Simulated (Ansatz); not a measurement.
# BAs: how the settings move a single-point run

Aim: see which settings change the result for BAs, by how much, and at what cost. The cell is built on a prototype (rocksalt) and needn't be the phase found in nature.

Method: reference: DFT, HSE06, plane waves, PAW, in Ansatz 0.2.0.

6 further runs of the same task are left out: 1 for a known fault of the program, 5 that didn't finish.

## Step 1: The structure to begin with

It takes space group Fm-3m (No. 225, cubic). The conventional cell has a = 4.611 Å, b = 4.611 Å, c = 4.611 Å, α = 90.00°, β = 90.00°, γ = 90.00°. B (site symmetry m-3m) has 6 As at 2.31 Å as nearest neighbours. Around As (site symmetry m-3m) lie 6 B at 2.31 Å.

Structure file:

```cif
data_structure
_symmetry_space_group_name_H-M 'Fm-3m'
_symmetry_Int_Tables_number 225
_cell_length_a 4.6106
_cell_length_b 4.6106
_cell_length_c 4.6106
_cell_angle_alpha 90.000
_cell_angle_beta 90.000
_cell_angle_gamma 90.000
_cell_volume 98.01
loop_
_atom_site_label
_atom_site_type_symbol
_atom_site_symmetry_multiplicity
_atom_site_Wyckoff_symbol
_atom_site_fract_x
_atom_site_fract_y
_atom_site_fract_z
_atom_site_occupancy
B1 B 4 a 0.00000 0.00000 0.00000 1
As1 As 4 b 0.50000 0.00000 0.00000 1
```

## Step 2: The reference run

input.yaml

```yaml
crystal:
  lattice:
    - [0.0, 2.3052873216, 2.3052873216]
    - [2.3052873216, 0.0, 2.3052873216]
    - [2.3052873216, 2.3052873216, 0.0]
  atoms:
    - { symbol: B, position: [0.0, 0.0, 0.0] }
    - { symbol: As, position: [0.5, 0.5, 0.5] }
kpoints:
  mp_grid: { grid: [4, 4, 4] }
hamiltonian:
  xc: hse06
scf:
  occupations: { method: fermi_dirac, width: 0.02 }
  n_extra_bands: 4
output:
  forces: true
  stress: true
  eigenvalues: true
```

Started as:

```
$ ansatz run input.yaml --threads 4 --pin off --max-ram 3686MiB --backend cpu --events-out ev --progress --plain --runs-dir out
```

## Step 3: Changing settings: mp_grid.grid [6, 6, 6], xc pbe, accuracy low

input.yaml, as its differences from that of step 2:

```diff
@@ -9,5 +9,5 @@
 kpoints:
-  mp_grid: { grid: [4, 4, 4] }
+  mp_grid: { grid: [6, 6, 6] }
 hamiltonian:
-  xc: hse06
+  xc: pbe
 scf:
@@ -19 +19,2 @@
   eigenvalues: true
+accuracy: low
```

## Step 4: Changing settings: xc wpbeh

input.yaml, as its differences from that of step 2:

```diff
@@ -11,3 +11,3 @@
 hamiltonian:
-  xc: hse06
+  xc: wpbeh
 scf:
```

## Step 5: Variant: exchange pbe, correlation pbe, coeff 0.4, omega 0.5

input.yaml, as its differences from that of step 2:

```diff
@@ -11,3 +11,3 @@
 hamiltonian:
-  xc: hse06
+  xc: { exchange: pbe, correlation: pbe, exx: { coeff: 0.4, omega: 0.5 } }
 scf:
```

## Step 6: Changing settings: ecutrho_ratio 12

input.yaml, as its differences from that of step 2:

```diff
@@ -15,2 +15,3 @@
   n_extra_bands: 4
+  max_iter: 57
 output:
@@ -19 +20,3 @@
   eigenvalues: true
+basis:
+  ecutrho_ratio: 12
```

What does the calculation give? Wanted: for each run, ending; energy change; pressure; gap; force.

The runs gave:

| run | ending | energy change | pressure (GPa) | gap (eV) | force (eV/Å) | cycles | time |
| --- | --- | --- | --- | --- | --- | --- | --- |
| reference | converged | 0 | 3.3 | 0.00 | 0.00 | 22 | 11 s |
| 1: mp_grid.grid [6, 6, 6], xc pbe, accuracy low | converged | not comparable | 0.4 | 0.00 | 0.00 | 6 | 1.2 s |
| 2: xc wpbeh | converged | not comparable | 4.3 | 0.00 | 0.00 | 22 | 9.4 s |
| 3: exchange pbe, correlation pbe, coeff 0.4, omega 0.5 | converged | not comparable | 3.2 | 0.00 | 0.00 | 18 | 14 s |
| 4: ecutrho_ratio 12 | converged | 0.0 meV/atom | 3.3 | 0.00 | 0.00 | 21 | 9.8 s |

Residual by cycle in the longest SCF loop of each run; runs are numbered as in the table. The quantity is the density residual dr2, in eV.

| cycle | reference | run 1 | run 2 | run 3 | run 4 |
| --- | --- | --- | --- | --- | --- |
| 1 | 0.0108 | 2.7e-4 | 0.0121 | 0.0109 | 0.0108 |
| 2 | 5.2e-4 | 1.0e-4 | 6.9e-4 | 5.4e-4 | 5.2e-4 |
| 3 | 1.4e-4 | 9.2e-6 | 1.7e-4 | 1.4e-4 | 1.4e-4 |
| 4 | 5.8e-7 | 1.4e-6 | 2.6e-5 | 8.3e-6 | 5.8e-7 |
| 5 | 1.0e-7 | 1.5e-7 | 9.7e-7 | 2.9e-7 | 1.0e-7 |
| 6 | 1.9e-8 | 6.7e-10 | 6.6e-8 | 5.5e-9 | 1.9e-8 |
| 7 | 3.9e-9 | - | 1.1e-8 | 7.5e-11 | 3.9e-9 |
| 8 | 5.0e-10 | - | 1.2e-9 | - | 5.0e-10 |
| 9 | 1.0e-11 | - | 5.0e-11 | - | 1.0e-11 |

**Reading.** «ecutrho_ratio 12» leaves the energy as it was. Of the variants the dearest is «exchange pbe, correlation pbe, coeff 0.4, omega 0.5» (14 s), the cheapest «mp_grid.grid [6, 6, 6], xc pbe, accuracy low» (1.2 s), on a shared host.
